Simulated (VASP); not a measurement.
# KF (F-43m) in VASP: further runs

The runs below take KF through single point, relaxation of cell and atoms, with PBE.

Program: VASP 6.6.1. These are calculated values, not measurements. Logs are shortened: lines on timing, memory, paths and dates and some standing lists are left out, and cuts for length are marked.

## Step 1: The structure

It takes space group F-43m (No. 216, cubic). Conventional cell: a = 5.953 Å, b = 5.953 Å, c = 5.953 Å, α = 90.00°, β = 90.00°, γ = 90.00°. K (site symmetry -43m) has 4 F at 2.58 Å as nearest neighbours. Around F (site symmetry -43m) lie 4 K at 2.58 Å.

The cell was built by a generator and needn't be a form met in nature.

## Step 2: Single point, PBE

INCAR

```
SYSTEM = KF
  ALGO = Normal
  EDIFF = 1E-6
  ENCUT = 520
  GGA = PE
  ISIF = 2
  ISMEAR = 0
  LASPH = .TRUE.
  LCHARG = .FALSE.
  LREAL = .FALSE.
  LWAVE = .FALSE.
  NBANDS = 15
  NELM = 100
  PREC = Accurate
  SIGMA = 0.02
```

KPOINTS

```
k-points
0
G
  6 6 6
  0 0 0
```

POSCAR

```
KF
1.0
    2.1045008126      1.2150341107      3.4370946662
   -2.1045008126      1.2150341107      3.4370946662
    0.0000000000     -2.4300682213      3.4370946662
K F
1 1
Direct
    0.2493696479      0.2493696479      0.2493696479
   -0.0006130279     -0.0006130279     -0.0006130279
```

Potentials or basis: VASP PAW PBE potentials, release 64 (K_sv, F).

Command:

```bash
> cat potpaw_PBE.64/K_sv/POTCAR potpaw_PBE.64/F/POTCAR > POTCAR
> mpirun -np 1 vasp_std > vasp.out
```

OUTCAR:

```text
SYSTEM = KF
   EDIFF = 1E-6
   ENCUT = 520
   GGA = PE
   ISIF = 2
   ISMEAR = 0
   LASPH = .TRUE.
   LREAL = .FALSE.
   NELM = 100
   PREC = Accurate

 ion  position               nearest neighbor table
   1  0.249  0.249  0.249-   2 2.58   2 2.58   2 2.58   2 2.58
   2  0.999  0.999  0.999-   1 2.58   1 2.58   1 2.58   1 2.58

  LATTYP: Found a trigonal (rhomboedric) cell.
 ALAT       =     4.2093765934
 COS(alpha) =     0.5000890753

  Lattice vectors:

 A1 = (   2.1045008126,   1.2150341107,   3.4370946662)
 A2 = (  -2.1045008126,   1.2150341107,   3.4370946662)
 A3 = (   0.0000000000,  -2.4300682213,   3.4370946662)

Analysis of symmetry for initial positions (statically):
=====================================================================
 Subroutine PRICEL returns:
 Original cell was already a primitive cell.

 Routine SETGRP: Setting up the symmetry group for a
 trigonal (rhombohedral) supercell.

 Subroutine GETGRP returns: Found  6 space group operations
 (whereof  6 operations were pure point group operations)
 out of a pool of 12 trial point group operations.

The static configuration has the point symmetry C_3v.

Analysis of symmetry for dynamics (positions and initial velocities):
=====================================================================
 Subroutine PRICEL returns:
 Original cell was already a primitive cell.

 Routine SETGRP: Setting up the symmetry group for a
 trigonal (rhombohedral) supercell.

 Subroutine GETGRP returns: Found  6 space group operations
 (whereof  6 operations were pure point group operations)
 out of a pool of 12 trial point group operations.

The dynamic configuration has the point symmetry C_3v.

 Subroutine INISYM returns: Found  6 space group operations
 (whereof  6 operations are pure point group operations),
 and found     1 'primitive' translations

----------------------------------------------------------------------------------------

                                     Primitive cell

  volume of cell :      52.7327

  direct lattice vectors                    reciprocal lattice vectors
     2.104500813  1.215034111  3.437094666     0.237586033  0.137170360  0.096981133
    -2.104500813  1.215034111  3.437094666    -0.237586033  0.137170360  0.096981133
     0.000000000 -2.430068221  3.437094666     0.000000000 -0.274340720  0.096981133

  length of vectors
     4.209376593  4.209376593  4.209376593     0.290977956  0.290977956  0.290977956

  position of ions in fractional coordinates (direct lattice)
     0.249369648  0.249369648  0.249369648
     0.999386972  0.999386972  0.999386972

  ion indices of the primitive-cell ions
   primitive index   ion index
                 1           1
                 2           2

----------------------------------------------------------------------------------------

 KPOINTS: k-points

Automatic generation of k-mesh.
 Grid dimensions read from file:
 generate k-points for:    6    6    6

 Generating k-lattice:

  Cartesian coordinates                     Fractional coordinates (reciprocal lattice)
     0.039597672  0.022861727  0.016163522     0.166666667 -0.000000000 -0.000000000
    -0.039597672  0.022861727  0.016163522    -0.000000000  0.166666667 -0.000000000
     0.000000000 -0.045723453  0.016163522    -0.000000000 -0.000000000  0.166666667

  Length of vectors
     0.048496326  0.048496326  0.048496326

  Shift w.r.t. Gamma in fractional coordinates (k-lattice)
     0.000000000  0.000000000  0.000000000

 Subroutine IBZKPT returns following result:
 ===========================================

 Found     32 irreducible k-points:

 Following reciprocal coordinates:
            Coordinates               Weight
  0.000000  0.000000  0.000000      1.000000
  0.166667  0.000000  0.000000      6.000000
  0.333333  0.000000 -0.000000      6.000000
  0.500000  0.000000  0.000000      3.000000
  0.166667  0.166667  0.000000      6.000000
  0.333333  0.166667 -0.000000     12.000000
[... 16 lines left out ...]
  0.500000  0.500000  0.166667      6.000000
 -0.333333  0.500000  0.166667     12.000000
 [... further k-points ...]
   k-points           NKPTS =     32   k-points in BZ     NKDIM =     32   number of bands    NBANDS=     15
   number of dos      NEDOS =    301   number of ions     NIONS =      2
   total plane-waves  NPLWV =  32768
   dimension x,y,z NGX =    32 NGY =   32 NGZ =   32
   dimension x,y,z NGXF=    64 NGYF=   64 NGZF=   64
   ions per type =               1   1
   NGX,Y,Z   is equivalent  to a cutoff of  12.64, 12.64, 12.64 a.u.
   NGXF,Y,Z  is equivalent  to a cutoff of  25.28, 25.28, 25.28 a.u.
 SYSTEM =  KF
   PREC   = accura    normal or accurate (medium, high low for compatibility)
   ISTART =      0    job   : 0-new  1-cont  2-samecut
   ICHARG =      2    charge: 1-file 2-atom 10-const
   ISPIN  =      1    spin polarized calculation?
   LNONCOLLINEAR =      F non collinear calculations
   LSORBIT =      F    spin-orbit coupling
   LASPH  =      T    aspherical Exc in radial PAW
   ENCUT  =  520.0 eV  38.22 Ry    6.18 a.u.   7.83  7.83  7.83*2*pi/ulx,y,z
   NELM   =    100;   NELMIN=  2; NELMDL= -5     # of ELM steps
   EDIFF  = 0.1E-05   stopping-criterion for ELM
   LREAL  =      F    real-space projection
   EDIFFG = 0.1E-04   stopping-criterion for IOM
   NSW    =      0    number of steps for IOM
   IBRION =     -1    ionic relax: 0-MD 1-quasi-New 2-CG
   NFREE  =      0    steps in history (QN), initial steepest desc. (CG)
   ISIF   =      2    stress and relaxation
   ISYM   =      2    0-nonsym 1-usesym 2-fastsym
   POTIM  = 0.5000    time-step for ionic-motion
   TEBEG  =    0.0;   TEEND  =   0.0 temperature during run
   PSTRESS=    0.0 pullay stress
   NELECT =      16.0000    total number of electrons
   NUPDOWN=      -1.0000    fix difference up-down
   EMIN   =  10.00;   EMAX   =-10.00  energy-range for DOS
   EFERMI =   0.00;   METHOD = LEGACY
   ISMEAR =     0;   SIGMA  =   0.02  broadening in eV -4-tet -1-fermi 0-gaus
   EFERMI_NEDOS =   21; number of points for ismear=-14 and -15
   IALGO  =     38    algorithm
   IMIX   =      4    mixing-type and parameters
     AMIX     =   0.40;   BMIX     =  1.00
     AMIX_MAG =   1.60;   BMIX_MAG =  1.00
  volume/ion in A,a.u.               =      26.37       177.93
  Fermi-wavevector in a.u.,A,eV,Ry     =   1.100073  2.078836 16.465226  1.210160
  Thomas-Fermi vector in A             =   2.236478
   LORBIT       =      0    0 simple, 1 ext, 2 COOP (PROOUT), +10 PAW based schemes
   GGA     = PE    functional components
   LHFCALC =     F    Hartree Fock is set to
   AEXX    =    0.0000 exact exchange contribution
   IVDW    =     0    specifies the selected vdW correction
   LEPSILON=     F    determine dielectric tensor
   LRPA    =     F    only Hartree local field effects (RPA)
 non-spin polarized calculation
 Gauss-broadening in eV      SIGMA  =   0.02
  energy-cutoff  :      520.00
  volume of cell :       52.73
 maximum number of plane-waves:      1435
   NGX = 15   NGY = 15   NGZ = 15

 number of electron      16.0000007 magnetization

 Free energy of the ion-electron system (eV)
  ---------------------------------------------------
  ext. energy  EPLUGINS =         0.00000000
  ---------------------------------------------------
  free energy    TOTEN  =        -8.12938005 eV

  energy without entropy =       -8.12938005  energy(sigma->0) =       -8.12938005

 E-fermi :  -3.5570     XC(G=0):  -6.8617

 val. band max:       -3.7271078362   @ k =  -0.3333   0.5000   0.1667
 cond. band min:       1.3201545154   @ k =   0.0000   0.0000   0.0000
 fundamental gap:      5.0472623516
 Fermi energy:        -3.5570195559

 k-point     1 :       0.0000    0.0000    0.0000
  band No.  band energies     occupation
      1     -30.0402      2.00000
      2     -22.2299      2.00000
      3     -13.4552      2.00000
      4     -13.4552      2.00000
      5     -13.4552      2.00000
      6      -3.9052      2.00000
      7      -3.9051      2.00000
      8      -3.9051      2.00000
      9       1.3202      0.00000
     10       7.8693      0.00000
     11       7.8693      0.00000
     12       7.9679      0.00000
     13       7.9685      0.00000
     14       7.9685      0.00000
     15      12.7955      0.00000

 k-point     2 :       0.1667    0.0000    0.0000
  band No.  band energies     occupation
      1     -30.0319      2.00000
      2     -22.2464      2.00000
      3     -13.4794      2.00000
      4     -13.4657      2.00000
      5     -13.4657      2.00000
      6      -3.9509      2.00000
      7      -3.8844      2.00000
      8      -3.8843      2.00000
      9       1.8425      0.00000
     10       7.4404      0.00000
     11       7.4410      0.00000
     12       7.5051      0.00000
     13       8.3847      0.00000
     14       8.3850      0.00000
     15      11.2479      0.00000

 k-point     3 :       0.3333    0.0000   -0.0000
  band No.  band energies     occupation
      1     -30.0153      2.00000
      2     -22.2792      2.00000
      3     -13.5301      2.00000
      4     -13.4864      2.00000
      5     -13.4864      2.00000
      6      -3.9882      2.00000
      7      -3.8448      2.00000
      8      -3.8447      2.00000
      9       3.0697      0.00000
     10       6.3556      0.00000
     11       7.1164      0.00000
     12       7.1176      0.00000
     13       8.8169      0.00000
     14       8.8174      0.00000
     15      10.1299      0.00000

 k-point     4 :       0.5000    0.0000    0.0000
  band No.  band energies     occupation
      1     -30.0069      2.00000
      2     -22.2955      2.00000
      3     -13.5564      2.00000
      4     -13.4967      2.00000
      5     -13.4967      2.00000
      6      -3.9843      2.00000
      7      -3.8259      2.00000
      8      -3.8259      2.00000
      9       4.1331      0.00000
     10       5.2674      0.00000
     11       7.0145      0.00000
     12       7.0159      0.00000
     13       9.0487      0.00000
     14       9.0493      0.00000
     15      10.0951      0.00000
[... 307 lines left out ...]
 k-point    22 :      -0.1667    0.3333    0.1667
  band No.  band energies     occupation
      1     -30.0042      2.00000
      2     -22.3007      2.00000
      3     -13.5921      2.00000
      4     -13.5259      2.00000
      5     -13.4433      2.00000
      6      -4.0196      2.00000
      7      -3.8315      2.00000
      8      -3.7793      2.00000
      9       3.8013      0.00000
     10       5.4045      0.00000
     11       7.1985      0.00000
     12       7.6711      0.00000
     13       8.8143      0.00000
     14       9.4063      0.00000
     15      10.4461      0.00000

 k-point    23 :       0.5000    0.5000    0.1667
  band No.  band energies     occupation
      1     -29.9987      2.00000
      2     -22.3116      2.00000
      3     -13.5930      2.00000
      4     -13.5458      2.00000
      5     -13.4508      2.00000
      6      -4.0806      2.00000
      7      -3.7717      2.00000
      8      -3.7526      2.00000
      9       4.1935      0.00000
     10       4.8890      0.00000
     11       7.6916      0.00000
     12       8.1137      0.00000
     13       9.1292      0.00000
     14       9.2604      0.00000
     15      10.0725      0.00000

 k-point    24 :      -0.3333    0.5000    0.1667
  band No.  band energies     occupation
      1     -29.9959      2.00000
      2     -22.3169      2.00000
      3     -13.6100      2.00000
      4     -13.5646      2.00000
      5     -13.4307      2.00000
      6      -4.0363      2.00000
      7      -3.8197      2.00000
      8      -3.7271      2.00000
      9       4.4365      0.00000
     10       4.7455      0.00000
     11       7.7935      0.00000
     12       8.1050      0.00000
     13       9.1953      0.00000
     14       9.4940      0.00000
     15       9.7401      0.00000

 [... further k-points ...]

------------------------ aborting loop because EDIFF is reached ----------------------------------------

  FORCE on cell =-STRESS in cart. coord.  units (eV):
  Direction    XX          YY          ZZ          XY          YZ          ZX
  --------------------------------------------------------------------------------------
  -------------------------------------------------------------------------------------
  Total        0.0006182      0.0006182     -0.0001895      0.0000000     -0.0000000      0.0000000
  in kB        0.0187824      0.0187824     -0.0057574      0.0000000     -0.0000000      0.0000000
  external PRESSURE =       0.0106025 kB  Pullay stress =       0.0000000 kB

 VOLUME and BASIS-vectors are now :
 -----------------------------------------------------------------------------
  energy-cutoff  :      520.00
  volume of cell :       52.73
      direct lattice vectors                 reciprocal lattice vectors
     2.104500813  1.215034111  3.437094666     0.237586033  0.137170360  0.096981133
    -2.104500813  1.215034111  3.437094666    -0.237586033  0.137170360  0.096981133
     0.000000000 -2.430068221  3.437094666     0.000000000 -0.274340720  0.096981133

 POSITION                                       TOTAL-FORCE (eV/Angst)
 -----------------------------------------------------------------------------------
      0.00000      0.00000      2.57132         0.000000     -0.000000     -0.000162
      0.00000      0.00000     10.30496         0.000000      0.000000      0.000162
 -----------------------------------------------------------------------------------
    total drift:                                0.000000     -0.000000      0.000214

  FREE ENERGIE OF THE ION-ELECTRON SYSTEM (eV)
  ---------------------------------------------------
  free  energy   TOTEN  =        -8.1293800503 eV

  energy  without entropy=       -8.1293800503  energy(sigma->0) =       -8.12938005
```

It took 21 s on 1 thread of AMD EPYC 7R13 (Zen 3), shared host; peak memory 0.15 GiB.

Results:

* Free energy: -8.1294 eV
* Pressure: 0.0 GPa
* Band gap on the k mesh: 5.05 eV, indirect (least direct gap 5.23 eV)

[end of part 1 of 2]
